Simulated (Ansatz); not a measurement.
## Bi under changes of volume

One of the cells (40.900 Å³/atom); the others are scaled copies at fixed shape and fractional positions:

```
Bi
1.0
    -4.44975    4.44975    2.06563
     4.44975   -4.44975    2.06563
     4.44975    4.44975   -2.06563
Bi
4
Direct
  0.14566 0.35434 0.50000
  0.85434 0.64566 0.50000
  0.64566 0.14566 0.79131
  0.35434 0.85434 0.20869
```

This isn't the form of Bi at room conditions, which is rhombohedral.

- Program: Ansatz 0.2.0
- Functional: r2SCAN
- Potentials or basis: Ansatz PAW
- Cutoff: 500 eV (not typed: the program's choice for these potentials)
- k mesh: 7 × 7 × 7
- Occupations: fermi-dirac, width 0.05 eV
- Spin: no spin polarisation

```csv
volume (Å³/atom),energy over the lowest point (meV/atom),pressure (GPa),largest force (eV/Å)
38.446,10.32,2.0,0.174
39.264,?,?,?
40.082,0.00,0.1,0.022
40.900,1.45,-0.7,0.044
41.718,6.69,-1.4,0.105
42.536,15.33,-2.0,0.161
43.354,27.02,-2.6,0.212
```

**Question.** What does the run at 39.264 Å³/atom give?

**Answer.** Energy over the lowest point 2.78 meV/atom; pressure 1.0 GPa; largest force 0.095 eV/Å.

Worked out: A Birch-Murnaghan fit of order 3 (a polynomial in V^(-2/3)) to the other rows has its minimum at 40.20 Å³/atom with B0 = V·E''(V) = 40 GPa and B' = 4.4 at fixed shape and positions, which overstates the stiffness. It gives 2.79 meV/atom at 39.264 Å³/atom, against the run's 2.78, and -dE/dV = 1.0 GPa, against 1.0.

Energies are extrapolated to zero smearing.

Caveats: the PAW data sets come from PBE, with cores solved anew for the run's functional, which leaves a small shift of forces and pressure.
